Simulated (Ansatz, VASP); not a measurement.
Two plane-wave programs on Ag

```
Ag
1.0
     0.00000    2.07428    2.07428
     2.07428    0.00000    2.07428
     2.07428    2.07428    0.00000
Ag
1
Cartesian
  0.0000 0.0000 0.0000
```

Alike in both runs: functional PBE; k mesh 17 × 17 × 17; occupations fermi-dirac, width 0.05 eV; no spin polarisation.

Ansatz relaxed the structure, and its values are those at the end. VASP's run is a single point on that final structure, the one shown.

|  | VASP | Ansatz |
| --- | --- | --- |
| version | VASP 6.6.1 | Ansatz 0.2.0 |
| potentials or method | VASP PAW PBE potentials, release 64 (Ag) | PAW with Ansatz's default frozen-core files, scalar-relativistic |
| plane-wave cutoff (eV) | 520 | 420 |
| valence electrons in the cell | 11 | 19 |

Ansatz gave:

| Item | Value |
| --- | --- |
| pressure (GPa) | 0.0 |

Question: What did VASP give for the same quantities?

Answer: Pressure (GPa): -0.2.

The functional is the same, so the differences come from potentials, cutoffs and numerics. The two sets of potentials don't hold the same shells in valence.
